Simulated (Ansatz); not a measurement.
Write the native input for Ansatz 0.2.0 that does the following.

```
Task                : band structure
Functional          : PBEsol
Potentials or basis : all-electron LAPW, scalar-relativistic
Cutoff              : 179 eV (chosen from the basis error)
Basis error allowed : 0.001 eV/atom
k mesh              : 7 × 7 × 7
Occupations         : fermi-dirac, width 0.05 eV
Spin                : no spin polarisation
```

The system is TePb.

```
CELL_PARAMETERS angstrom
0.00000 3.23100 3.23100
3.23100 0.00000 3.23100
3.23100 3.23100 0.00000
ATOMIC_POSITIONS crystal
Pb 0.00000 0.00000 0.00000
Te 0.50000 0.50000 0.50000
```

One way to write it, as run:

input.yaml

```yaml
crystal:
  lattice:
    - [0.0, 3.231, 3.231]
    - [3.231, 0.0, 3.231]
    - [3.231, 3.231, 0.0]
  atoms:
    - { symbol: Pb, position: [0.0, 0.0, 0.0] }
    - { symbol: Te, position: [0.5, 0.5, 0.5] }
kpoints:
  mp_grid: { grid: [7, 7, 7] }
  band_path:
    path:
      - [0.0, 0.0, 0.0]
      - [0.5, 0.0, 0.5]
      - [0.5, 0.25, 0.75]
      - [0.375, 0.375, 0.75]
      - [0.0, 0.0, 0.0]
      - [0.5, 0.5, 0.5]
      - [0.625, 0.25, 0.625]
      - [0.5, 0.25, 0.75]
    npoints: 12
scf:
  occupations: { method: fermi_dirac, width: 0.05 }
hamiltonian:
  xc: pbesol
  pseudopotentials: { kind: all_electron, lapw: { basis_error: 0.001 } }
output:
  forces: true
  stress: true
  eigenvalues: true
```

Potentials or basis: all-electron LAPW, scalar-relativistic.

Launch:

```sh
$ ansatz run input.yaml --threads 1 --pin off --max-ram 3072MiB --backend cpu --events-out ev --progress --plain --runs-dir out
```

It gave:

```json
{"Pressure": "-0.4 GPa", "Band gap along the path": "0.66 eV, direct"}
```

Caveat: this odd mesh misses L, where the gap lies, so gap, dielectric constants and Born charges aren't listed; spin-orbit coupling is left out, which moves the levels of the heavy elements.

It took 16 s on 1 thread of Arm Neoverse V1, on a shared host, peak memory 0.28 GiB.
